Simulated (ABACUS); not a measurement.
Runs of ABACUS 3.10.1 on Ta. It takes space group Im-3m (No. 229, cubic). The conventional cell has a = 3.303 Å, b = 3.303 Å, c = 3.303 Å, α = 90.00°, β = 90.00°, γ = 90.00°. Ta (site symmetry m-3m) has 8 Ta at 2.86 Å as nearest neighbours. 

| task | level | potentials or basis | spin | cell | k mesh | orbital files | path | points for each segment of the path | mixing share | symmetry key | mesh quality | gap on the mesh (eV) | pressure (GPa) | relaxed volume (Å³/atom) |
| --- | --- | --- | --- | --- | --- | --- | --- | --- | --- | --- | --- | --- | --- | --- |
| relaxation of cell and atoms | r2SCAN | SG15 ONCV 1.2 PBE, DZP LCAO (the cutoffs set its grid) | off | relaxed | 8 × 8 × 8 | Ta Ta_confined-atom_7au_3s2p2d2f.orb | - | - | 0.7 | 1 | not flagged | - | 0.0 | 17.00 |
| single point | PBE | PseudoDojo NC FR 0.4 PBE standard, DZP LCAO (the cutoffs set its grid) | off | as given | 7 × 7 × 7 | Ta Ta_confined-atom_7au_3s2p2d1f.orb | - | - | 0.7 | 1 | coarse | none | 2.6 | - |
| relaxation of cell and atoms | PBE | SG15 ONCV 1.2 PBE, DZP LCAO (the cutoffs set its grid) | off | relaxed | 8 × 8 × 8 | Ta Ta_confined-atom_7au_3s2p2d2f.orb | - | - | 0.7 | 1 | not flagged | - | 0.0 | (a) |
| relaxation of cell and atoms | LDA | SG15 ONCV 1.2 PBE, DZP LCAO (the cutoffs set its grid) | off | relaxed | 8 × 8 × 8 | Ta Ta_confined-atom_7au_3s2p2d2f.orb | - | - | 0.7 | 1 | not flagged | - | 0.0 | 16.71 |
| single point | PBE | PseudoDojo NC FR 0.4 PBE standard, DZP LCAO (the cutoffs set its grid) | SOC, no magnetisation | as given | 7 × 7 × 7 | Ta Ta_confined-atom_7au_3s2p2d1f.orb | - | - | 0.4 | 0 | coarse | none | 0.2 | - |
| relaxation of cell and atoms | SOGGA | SG15 ONCV 1.2 PBE, DZP LCAO (the cutoffs set its grid) | off | relaxed | 8 × 8 × 8 | Ta Ta_confined-atom_7au_3s2p2d2f.orb | - | - | 0.7 | 1 | not flagged | - | 0.0 | 17.55 |
| relaxation of cell and atoms | RPBE | SG15 ONCV 1.2 PBE, DZP LCAO (the cutoffs set its grid) | off | relaxed | 8 × 8 × 8 | Ta Ta_confined-atom_7au_3s2p2d2f.orb | - | - | 0.7 | 1 | not flagged | - | 0.0 | 18.84 |
| relaxation of cell and atoms | PBEsol | SG15 ONCV 1.2 PBE, DZP LCAO (the cutoffs set its grid) | off | relaxed | 8 × 8 × 8 | Ta Ta_confined-atom_7au_3s2p2d2f.orb | - | - | 0.7 | 1 | not flagged | - | 0.0 | (b) |
| relaxation of cell and atoms | TPSS | SG15 ONCV 1.2 PBE, DZP LCAO (the cutoffs set its grid) | off | relaxed | 8 × 8 × 8 | Ta Ta_confined-atom_7au_3s2p2d2f.orb | - | - | 0.7 | 1 | not flagged | - | 0.0 | 17.90 |

Alike in all rows: cutoff (eV) 1361; smearing fermi-dirac 0.05 eV.

Task: Fill in the values left out.

Result: (a) 18.17; (b) 17.54.

Caveats: some runs use coarse meshes; the atomic orbitals were generated for these runs and aren't a published set; the basis of atomic orbitals isn't converged, which shifts pressures, moduli and gaps; the potentials were made for another functional, which shifts forces and pressure (some runs).

A k mesh can miss the band edges, and rows without SOC leave out spin-orbit coupling on Ta.

A gap of «none» marks a metal or a gap under the smearing width.

The runs don't all hold the same shells in valence.
